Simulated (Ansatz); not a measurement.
**Residual resistivity of an alloy: Pt(111) with 4 layers of random Pt-Al, 2x2**

How strongly does chemical disorder scatter in Pt(111) with 4 layers of random Pt-Al, 2x2?

Method: Ansatz plane-wave DFT, PBE, PAW files; ballistic transport by layer matching (Landauer), zero bias; PAW set soft_1, in Ansatz 0.2.0.

## Step 1: The structure

The cell holds 40 atoms: 38 Pt and 2 Al. Its edges and angles: a = 5.546 Å, b = 5.546 Å, c = 22.699 Å, α = 93.5°, β = 86.5°, γ = 120.0°. It derives from Pt. Regions: lead, 24 atoms (24 Pt); scattering region, 16 atoms (14 Pt and 2 Al). The structure is stacked along c, and the current runs across the ab planes.

## Step 2: With 4 alloy layers

In 4 layers a share of 0.125 of the sites is given to Al at random. The layers about the cell's end stay perfect and serve as the lead. Energies from -0.05 to 0.05 eV in steps of 0.05 eV are too few for the program's thermal sum, so it prints no conductance; for a metal the transmission near the Fermi level serves, at a fraction of the cost.

input.yaml reads:

```yaml
crystal:
  lattice:
    - [5.5462627489, 0.0, 0.0]
    - [-2.7731313745, 4.8032044366, 0.0]
    - [1.3865656872, -0.8005340728, 22.6425228571]
  atoms:
    - { symbol: Pt, position: [0.9916666667, 0.0083333333, 0.05] }
    - { symbol: Pt, position: [0.9916666667, 0.5083333333, 0.05] }
    - { symbol: Pt, position: [0.4916666667, 0.0083333333, 0.05] }
    - { symbol: Pt, position: [0.4916666667, 0.5083333333, 0.05] }
    - { symbol: Pt, position: [0.1416666667, 0.3583333333, 0.15] }
    - { symbol: Pt, position: [0.1416666667, 0.8583333333, 0.15] }
    - { symbol: Pt, position: [0.6416666667, 0.3583333333, 0.15] }
    - { symbol: Pt, position: [0.6416666667, 0.8583333333, 0.15] }
    - { symbol: Pt, position: [0.2916666667, 0.2083333333, 0.25] }
    - { symbol: Pt, position: [0.2916666667, 0.7083333333, 0.25] }
    - { symbol: Pt, position: [0.7916666667, 0.2083333333, 0.25] }
    - { symbol: Pt, position: [0.7916666667, 0.7083333333, 0.25] }
    - { symbol: Pt, position: [0.9416666667, 0.0583333333, 0.35] }
    - { symbol: Pt, position: [0.9416666667, 0.5583333333, 0.35] }
    - { symbol: Pt, position: [0.4416666667, 0.0583333333, 0.35] }
    - { symbol: Pt, position: [0.4416666667, 0.5583333333, 0.35] }
    - { symbol: Pt, position: [0.0916666667, 0.4083333333, 0.45] }
    - { symbol: Pt, position: [0.0916666667, 0.9083333333, 0.45] }
    - { symbol: Pt, position: [0.5916666667, 0.4083333333, 0.45] }
    - { symbol: Pt, position: [0.5916666667, 0.9083333333, 0.45] }
    - { symbol: Pt, position: [0.2416666667, 0.2583333333, 0.55] }
    - { symbol: Pt, position: [0.2416666667, 0.7583333333, 0.55] }
    - { symbol: Pt, position: [0.7416666667, 0.2583333333, 0.55] }
    - { symbol: Pt, position: [0.7416666667, 0.7583333333, 0.55] }
    - { symbol: Al, position: [0.8916666667, 0.1083333333, 0.65] }
    - { symbol: Pt, position: [0.8916666667, 0.6083333333, 0.65] }
    - { symbol: Pt, position: [0.3916666667, 0.1083333333, 0.65] }
    - { symbol: Al, position: [0.3916666667, 0.6083333333, 0.65] }
    - { symbol: Pt, position: [0.0416666667, 0.4583333333, 0.75] }
    - { symbol: Pt, position: [0.0416666667, 0.9583333333, 0.75] }
    - { symbol: Pt, position: [0.5416666667, 0.4583333333, 0.75] }
    - { symbol: Pt, position: [0.5416666667, 0.9583333333, 0.75] }
    - { symbol: Pt, position: [0.1916666667, 0.3083333333, 0.85] }
    - { symbol: Pt, position: [0.1916666667, 0.8083333333, 0.85] }
    - { symbol: Pt, position: [0.6916666667, 0.3083333333, 0.85] }
    - { symbol: Pt, position: [0.6916666667, 0.8083333333, 0.85] }
    - { symbol: Pt, position: [0.8416666667, 0.1583333333, 0.95] }
    - { symbol: Pt, position: [0.8416666667, 0.6583333333, 0.95] }
    - { symbol: Pt, position: [0.3416666667, 0.1583333333, 0.95] }
    - { symbol: Pt, position: [0.3416666667, 0.6583333333, 0.95] }
kpoints:
  mp_grid: { grid: [5, 5, 1] }
hamiltonian:
  xc: pbe
  pseudopotentials: { kind: paw, azcp: { folder: soft_1 } }
scf:
  occupations: { method: fermi_dirac, width: 0.1 }
output:
  transmission:
    leads: [[0, 4]]
    kmesh: [10, 10]
    e_range: [-0.05, 0.05]
    de: 0.05
  write_potential: true
  write_density: true
  volumetric_format: npy
```

Command:

```console
$ ansatz run input.yaml --threads 4 --pin off --max-ram 15360MiB --backend cpu --events-out ev --progress --plain --runs-dir out
```

Numbers of over 12 decimals in the logs are rounded to 6 here.

Log:

```text
Engine: ansatz 0.2.0, x86_64-unknown-linux-gnu
Pseudopotentials: kind: paw
Pseudopotential: Pt, paw, valence charge 18, recommended cutoff 420 eV (normal), soft_1/Pt.paw.azcp
Pseudopotential: Al, paw, valence charge 3, recommended cutoff 420 eV (normal), soft_1/Al.paw.azcp
Functional definition: PBE
  parameter kappa = 0.804
  parameter beta = 0.066725
  exchange = pbe_x(kappa = kappa, mu = beta*pi^2/3)
  correlation = pbe_c(beta = beta)
Crystal: 40 atoms, lattice volume = 603.193 Å³
Basis set: ecut = 420 eV, 11827 PW (Γ)
Bands: 414, of which v1, the nominal top of the filled ones, is band 345 counted from 1 (344 counted from 0)
Symmetry: 8 space group operations
Space group: P2/m (ITA 10), of the structure as read, at distance tolerance 8.4e-5 Å
k-points: 9 of 25
Non-local potential: Pt, projectors of the file, l = 0: 3, l = 1: 2, l = 2: 2, l = 3: 1
Non-local potential: Al, projectors of the file, l = 0: 2, l = 1: 2, l = 2: 1
PAW form: soft (Blöchl's): semilocal exchange-correlation on the pseudo side does not see the compensation charge
PAW one-centre angular grid: Pt, 590 points (default); XC on 64 Gauss nodes
PAW one-centre angular grid: Al, 110 points (default); XC on 64 Gauss nodes
Initial density: superposition of atomic densities (chi_scale 0.1, normalization cell, long waves 71 % of neutral atoms (reshape's long-wave potential 1.71 eV rms, cloud 2.57 Å wide))
Initial wavefunctions: pseudopotential atomic-orbital guess
Functional: x = pbe(κ = 0.804, μ = 0.219515), c = pbe(β = 0.066725)
SCF iter   1: F=—  HF=-477040.443313 eV  |F-HF|=—  |Δ(HF+E_count)|=         —  Δρ=1.07e-1  dr2=1.06e3  ethr=3.10e-3  ⟨swp⟩=4.9  Hψ=11687  notcnv=0  defer=71
preconditioner: auto → Kerker (q_TF=auto, 2.790 Å⁻¹)  [metal: Δε(μ)=0.015 eV  Ē_g=8.194 eV  σ=0.100 eV  W_gap=0.04  n_scr=240 (ndim 8)  ℏωp=29.7 eV  f_vac=0.000  D(μ)=47.83/eV (n_scr^D=560)]
SCF iter   2: F=—  HF=-477025.306579 eV  |F-HF|=—  |Δ(HF+E_count)|=    1.51e1  Δρ=5.62e-2  dr2=4.03e2  ethr=3.10e-3  ⟨swp⟩=2.0  Hψ=5960  notcnv=0  defer=300
SCF iter   3: F=—  HF=-477018.911124 eV  |F-HF|=—  |Δ(HF+E_count)|=    6.40e0  Δρ=1.25e-2  dr2=6.18e0  ethr=3.10e-3  ⟨swp⟩=2.7  Hψ=6341  notcnv=0  defer=304
SCF iter   4: F=—  HF=-477018.510736 eV  |F-HF|=—  |Δ(HF+E_count)|=   4.00e-1  Δρ=6.64e-3  dr2=9.85e0  ethr=8.96e-4  ⟨swp⟩=2.0  Hψ=4259  notcnv=0  defer=324
SCF iter   5: F=—  HF=-477018.432519 eV  |F-HF|=—  |Δ(HF+E_count)|=   7.82e-2  Δρ=2.00e-3  dr2=4.51e-1  ethr=8.96e-4  ⟨swp⟩=1.0  Hψ=3496  notcnv=0  defer=324
SCF iter   6: F=—  HF=-477018.422659 eV  |F-HF|=—  |Δ(HF+E_count)|=   9.86e-3  Δρ=6.53e-4  dr2=1.79e-2  ethr=6.53e-5  ⟨swp⟩=1.0  Hψ=3393  notcnv=0  defer=324
SCF iter   7: F=—  HF=-477018.422093 eV  |F-HF|=—  |Δ(HF+E_count)|=   5.67e-4  Δρ=1.64e-4  dr2=1.20e-3  ethr=2.59e-6  ⟨swp⟩=1.0  Hψ=3497  notcnv=0  defer=325
SCF iter   8: F=—  HF=-477018.422048 eV  |F-HF|=—  |Δ(HF+E_count)|=   4.48e-5  Δρ=4.29e-5  dr2=6.01e-5  ethr=1.74e-7  ⟨swp⟩=2.0  Hψ=3925  notcnv=0  defer=325
SCF iter   9: F=—  HF=-477018.420262 eV  |F-HF|=—  |Δ(HF+E_count)|=   1.79e-3  Δρ=1.32e-5  dr2=1.09e-5  ethr=8.71e-9  ⟨swp⟩=1.3  Hψ=3637  notcnv=0  defer=327
SCF iter  10: F=—  HF=-477018.420262 eV  |F-HF|=—  |Δ(HF+E_count)|=   2.13e-7  Δρ=3.72e-6  dr2=1.21e-6  ethr=1.57e-9  ⟨swp⟩=1.0  Hψ=3393  notcnv=0  defer=327
SCF iter  11: F=-477018.420262 eV  HF=-477018.420262 eV  |F-HF|=4.95e-8  |Δ(HF+E_count)|=   9.49e-9  Δρ=1.10e-6  dr2=5.37e-8  ethr=1.45e-11  ⟨swp⟩=7.6  Hψ=12284  notcnv=0
SCF 1 converged in 11 iterations: F = -477018.420262 eV  dr2 = 5.37e-8
  greatest PAW one-centre occupation: 1.000 electrons in one spin orbital (limit 2), on the Pt atom at site 10 (counted from 0), in its partial waves of l = 0
transmission: 124 of 1240 steps passed
transmission: 248 of 1240 steps passed
[...]
transmission: 1240 of 1240 steps passed
SCF converged after 11 iterations
Free energy (F): -477018.420262 eV
Harris-Foulkes:  -477018.420262 eV  (|F-HF|=4.95e-8)
Internal energy: -477016.454625 eV  (E = F + TS)
E sigma→0 (E₀):  -477017.437443 eV
Entropy (-TS):   -1.965637 eV (-49.141 meV/atom)
Fermi energy:    22.697239 eV
--- Per-component energies (eV) ---
  E_band       = -5270.343642
  E_kinetic    = 22751.360530
  E_local      = -66234.800382  (includes V_loc(G=0)·N_el)
  E_nonlocal   = 7763.406450
  E_hartree    = 26455.750950
  E_xc         = -8916.791887
  E_vxc        = -10388.921627  (∫ρ·V_xc dr)
  E_paw        = -361325.955615  (= ΣΔE_a)
  E_vpaw       = -12072.914900  (= ΣTr[D̂ρ^β])
  E_aug_tail   = 0.042357  (compensation charges beyond the density's cutoff)
  E_ewald      = -97509.467028
  E_smearing   = -1.965637  (= −TS)
  E_closure    = 0.000000  (closes the sum)
  Σ components = -477018.420262   (vs F -477018.420262, Δ=0.00e0)
--- Band table (eV; the first three rows and the last of 9) ---
  k-point 0: bands = [... 341 lower, 22.8962, 22.8973, 22.9007, 22.9425, 22.9573, 22.9657, 22.9702, 23.0191, ... 65 higher]
  k-point 1: bands = [... 341 lower, 22.6564, 22.6683, 22.6694, 22.6908, 22.7045, 22.7734, 22.7802, 22.8573, ... 65 higher]
  k-point 2: bands = [... 341 lower, 22.5938, 22.6233, 22.6869, 22.6875, 22.7614, 22.7638, 22.7885, 22.8080, ... 65 higher]
  k-point 8: bands = [... 341 lower, 22.6423, 22.6726, 22.7070, 22.7160, 22.7805, 22.7992, 22.8234, 22.8372, ... 65 higher]
--- Transmission ---
  basis      : 241 plane waves across, 40 finite elements along
  points     : 31, standing for a mesh of 10 x 10
  energies   : 3 from -0.050000 to 0.050000 eV about the Fermi level, 0.050000 eV apart; the leads are filled to 0.000000 eV, and channels, transmission and decay are at 0.000000 eV
  crystal 0  : Pt4, at the sites [0, 4], period 2.2643 Å, over 20.38 Å; its Hamiltonian steps by up to 5.6 meV
    offset         : up to 0.0000 Å between an atom of the period and one for which it stands
    channels       : 6.890000e0 a spin
    conductance    : none, the energies end too early or step too widely for 300 K: set another output.transmission.e_range or a lower de, or, where they end at an eighth of basis.ecutwfc, a higher one
  junction   : crystal 0 to crystal 0, 3.83 to 24.21 Å
    transmission   : 3.223214e0 a spin
    conductance    : none, the energies end too early or step too widely for 300 K: set another output.transmission.e_range or a lower de, or, where they end at an eighth of basis.ecutwfc, a higher one
```

The job ended after 2.7 min (4 threads of Intel Xeon Platinum 8488C (Sapphire Rapids), shared host; peak memory 4.7 GiB; 10 min of CPU time).

In the SCF lines HF is the Harris–Foulkes energy and dr2 the Hartree energy of the density residual, in eV; the loop may stop once dr2 is under the threshold and the program's other checks hold. Hψ counts applications of the Hamiltonian.

This step gave:

| Item | Value |
| --- | --- |
| free energy | -477018.4203 eV |
| energy at zero smearing | -477017.4374 eV |
| Fermi energy | 22.70 eV |
| cell area | 26.64 Å² |
| transmission per spin nearest the Fermi level | 3.223 |
| open channels per spin nearest the Fermi level | 6.89 |
| step of the lead's potential | 5.6 meV |

Per spin. The transmission, zone mean by energy, zero at the Fermi level:

```tsv
energy (eV)	transmission, zone mean
-0.0500	3.28
0.0000	3.22
0.0500	3.09
```

Per spin. Table of open channels, zone mean, lead by energy, zero at the Fermi level:

```tsv
energy (eV)	open channels, zone mean, lead
-0.0500	7.24
0.0000	6.89
0.0500	6.21
```

Transmission over k1 and k2. At 0.0000 eV from the Fermi level.

Ten even steps from '0' (2.24) to '9' (4.48):
```
9653578001
0576454010
1368355300
8543010548
8755131557
8845010345
1003553863
0010454675
9100875356
9901888109
```
Columns: k1 (b1) from -0.5 to 0.4; rows upwards: k2 (b2) from -0.5 to 0.4.

Open channels over k1 and k2. At 0.0000 eV from the Fermi level.

Ten even steps from '0' (3.0) to '9' (10.0):
```
9744479101
4475574400
4458185441
9451881549
9778828877
9945188154
4144581854
4004475574
9101974447
9944999449
```
Columns: k1 (b1) from -0.5 to 0.4; rows upwards: k2 (b2) from -0.5 to 0.4.

Over the solved energies the transmission per spin lies between 3.09 and 3.28, out of 6.78 channels of the lead on average (up to 7.24).

## Step 3: With 8 alloy layers

In 8 layers a share of 0.125 of the sites is given to Al at random. A fresh draw is used; the growth of the resistance with length is what counts.

System of this step: Pt(111) with 8 layers of random Pt-Al, 2x2. The cell holds 56 atoms: 52 Pt and 4 Al. Cell: a = 5.546 Å, b = 5.546 Å, c = 31.740 Å, α = 87.5°, β = 92.5°, γ = 120.0°. It derives from Pt. Regions: lead, 24 atoms (24 Pt); scattering region, 32 atoms (28 Pt and 4 Al). The structure is stacked along c, and the current runs across the ab planes.

input.yaml reads:

```yaml
crystal:
  lattice:
    - [5.5462627489, 0.0, 0.0]
    - [-2.7731313745, 4.8032044366, 0.0]
    - [-1.3865656872, 0.8005340728, 31.6995319999]
  atoms:
    - { symbol: Pt, position: [0.005952381, 0.994047619, 0.0357142857] }
    - { symbol: Pt, position: [0.005952381, 0.494047619, 0.0357142857] }
    - { symbol: Pt, position: [0.505952381, 0.994047619, 0.0357142857] }
    - { symbol: Pt, position: [0.505952381, 0.494047619, 0.0357142857] }
    - { symbol: Pt, position: [0.1845238095, 0.3154761905, 0.1071428571] }
    - { symbol: Pt, position: [0.1845238095, 0.8154761905, 0.1071428571] }
    - { symbol: Pt, position: [0.6845238095, 0.3154761905, 0.1071428571] }
    - { symbol: Pt, position: [0.6845238095, 0.8154761905, 0.1071428571] }
    - { symbol: Pt, position: [0.3630952381, 0.1369047619, 0.1785714286] }
    - { symbol: Pt, position: [0.3630952381, 0.6369047619, 0.1785714286] }
    - { symbol: Pt, position: [0.8630952381, 0.1369047619, 0.1785714286] }
    - { symbol: Pt, position: [0.8630952381, 0.6369047619, 0.1785714286] }
    - { symbol: Pt, position: [0.0416666667, 0.9583333333, 0.25] }
    - { symbol: Pt, position: [0.0416666667, 0.4583333333, 0.25] }
    - { symbol: Al, position: [0.5416666667, 0.9583333333, 0.25] }
    - { symbol: Pt, position: [0.5416666667, 0.4583333333, 0.25] }
    - { symbol: Pt, position: [0.2202380952, 0.2797619048, 0.3214285714] }
    - { symbol: Pt, position: [0.2202380952, 0.7797619048, 0.3214285714] }
    - { symbol: Pt, position: [0.7202380952, 0.2797619048, 0.3214285714] }
    - { symbol: Pt, position: [0.7202380952, 0.7797619048, 0.3214285714] }
    - { symbol: Pt, position: [0.3988095238, 0.1011904762, 0.3928571429] }
    - { symbol: Pt, position: [0.3988095238, 0.6011904762, 0.3928571429] }
    - { symbol: Pt, position: [0.8988095238, 0.1011904762, 0.3928571429] }
    - { symbol: Pt, position: [0.8988095238, 0.6011904762, 0.3928571429] }
    - { symbol: Pt, position: [0.0773809524, 0.9226190476, 0.4642857143] }
    - { symbol: Pt, position: [0.0773809524, 0.4226190476, 0.4642857143] }
    - { symbol: Pt, position: [0.5773809524, 0.9226190476, 0.4642857143] }
    - { symbol: Pt, position: [0.5773809524, 0.4226190476, 0.4642857143] }
    - { symbol: Al, position: [0.255952381, 0.244047619, 0.5357142857] }
    - { symbol: Pt, position: [0.255952381, 0.744047619, 0.5357142857] }
    - { symbol: Pt, position: [0.755952381, 0.244047619, 0.5357142857] }
    - { symbol: Pt, position: [0.755952381, 0.744047619, 0.5357142857] }
    - { symbol: Pt, position: [0.4345238095, 0.0654761905, 0.6071428571] }
    - { symbol: Pt, position: [0.4345238095, 0.5654761905, 0.6071428571] }
    - { symbol: Pt, position: [0.9345238095, 0.0654761905, 0.6071428571] }
    - { symbol: Pt, position: [0.9345238095, 0.5654761905, 0.6071428571] }
    - { symbol: Pt, position: [0.1130952381, 0.8869047619, 0.6785714286] }
    - { symbol: Pt, position: [0.1130952381, 0.3869047619, 0.6785714286] }
    - { symbol: Al, position: [0.6130952381, 0.8869047619, 0.6785714286] }
    - { symbol: Pt, position: [0.6130952381, 0.3869047619, 0.6785714286] }
    - { symbol: Pt, position: [0.2916666667, 0.2083333333, 0.75] }
    - { symbol: Pt, position: [0.2916666667, 0.7083333333, 0.75] }
    - { symbol: Pt, position: [0.7916666667, 0.2083333333, 0.75] }
    - { symbol: Al, position: [0.7916666667, 0.7083333333, 0.75] }
    - { symbol: Pt, position: [0.4702380952, 0.0297619048, 0.8214285714] }
    - { symbol: Pt, position: [0.4702380952, 0.5297619048, 0.8214285714] }
    - { symbol: Pt, position: [0.9702380952, 0.0297619048, 0.8214285714] }
    - { symbol: Pt, position: [0.9702380952, 0.5297619048, 0.8214285714] }
    - { symbol: Pt, position: [0.1488095238, 0.8511904762, 0.8928571429] }
    - { symbol: Pt, position: [0.1488095238, 0.3511904762, 0.8928571429] }
    - { symbol: Pt, position: [0.6488095238, 0.8511904762, 0.8928571429] }
    - { symbol: Pt, position: [0.6488095238, 0.3511904762, 0.8928571429] }
    - { symbol: Pt, position: [0.3273809524, 0.1726190476, 0.9642857143] }
    - { symbol: Pt, position: [0.3273809524, 0.6726190476, 0.9642857143] }
    - { symbol: Pt, position: [0.8273809524, 0.1726190476, 0.9642857143] }
    - { symbol: Pt, position: [0.8273809524, 0.6726190476, 0.9642857143] }
kpoints:
  mp_grid: { grid: [5, 5, 1] }
hamiltonian:
  xc: pbe
  pseudopotentials: { kind: paw, azcp: { folder: soft_1 } }
scf:
  occupations: { method: fermi_dirac, width: 0.1 }
output:
  transmission:
    leads: [[0, 4]]
    kmesh: [10, 10]
    e_range: [-0.05, 0.05]
    de: 0.05
  write_potential: true
  write_density: true
  volumetric_format: npy
```

Log:

```text
[...]
Crystal: 56 atoms, lattice volume = 844.470 Å³
Basis set: ecut = 420 eV, 16521 PW (Γ)
Bands: 569, of which v1, the nominal top of the filled ones, is band 474 counted from 1 (473 counted from 0)
Symmetry: 2 space group operations
[...]
k-points: 9 of 25 (time reversal used)
[...]
SCF iter   1: F=—  HF=-653466.448715 eV  |F-HF|=—  |Δ(HF+E_count)|=         —  Δρ=9.03e-2  dr2=1.60e2  ethr=3.10e-3  ⟨swp⟩=4.7  Hψ=15523  notcnv=0  defer=183
[...]
SCF iter  11: F=-653445.311786 eV  HF=-653445.311786 eV  |F-HF|=3.61e-8  |Δ(HF+E_count)|=   1.35e-8  Δρ=5.76e-7  dr2=3.75e-8  ethr=1.05e-11  ⟨swp⟩=8.0  Hψ=15981  notcnv=0
SCF 1 converged in 11 iterations: F = -653445.311786 eV  dr2 = 3.75e-8
[...]
transmission: 178 of 1767 steps passed
transmission: 354 of 1767 steps passed
[...]
transmission: 1767 of 1767 steps passed
SCF converged after 11 iterations
Free energy (F): -653445.311786 eV
[...]
Internal energy: -653442.757101 eV  (E = F + TS)
E sigma→0 (E₀):  -653444.034444 eV
Entropy (-TS):   -2.554686 eV (-45.619 meV/atom)
Fermi energy:    22.369694 eV
[...]
--- Band table (eV; the first three rows and the last of 9) ---
  k-point 0: bands = [... 470 lower, 22.5611, 22.5685, 22.5856, 22.6058, 22.6080, 22.6095, 22.6379, 22.6493, ... 91 higher]
  k-point 1: bands = [... 470 lower, 22.3500, 22.3662, 22.3846, 22.4094, 22.4463, 22.4612, 22.4948, 22.5127, ... 91 higher]
  k-point 2: bands = [... 470 lower, 22.3264, 22.3560, 22.3820, 22.4326, 22.4431, 22.4544, 22.4760, 22.4928, ... 91 higher]
  k-point 8: bands = [... 470 lower, 22.3267, 22.3635, 22.3995, 22.4319, 22.4642, 22.4662, 22.4782, 22.4982, ... 91 higher]
--- Transmission ---
  basis      : 241 plane waves across, 57 finite elements along
  points     : 31, standing for a mesh of 10 x 10
[...]
channels       : 6.890000e0 a spin
[...]
junction   : crystal 0 to crystal 0, 0.70 to 30.13 Å
    transmission   : 3.103800e0 a spin
[...]
```

Wall time 5.8 min (4 threads); peak memory 8.6 GiB; 22 min of CPU time.

This step gave:

| Property | Result |
| --- | --- |
| free energy | -653445.3118 eV |
| energy at zero smearing | -653444.0344 eV |
| Fermi energy | 22.37 eV |
| transmission per spin nearest the Fermi level | 3.104 |
| step of the lead's potential | 31.3 meV |

Per spin. The transmission, zone mean by energy, zero at the Fermi level:

```tsv
energy (eV)	transmission, zone mean
-0.0500	3.10
0.0000	3.10
0.0500	2.99
```

Over the solved energies the transmission per spin lies between 2.99 and 3.10, out of 6.73 channels of the lead on average (up to 7.04). The log calls the step of a lead's potential too much.

(Continued in part 2 of 2.)

[Logs are printed without paths, hosts, clocks, repeated set-up lines and the standing remarks that a program may print on its own settings, such as how far it seeks lower states.]

[Hosts, paths, dates, database ids (printed as entryN), source tags and the programs' standing remarks are cut or masked in the printed files.]
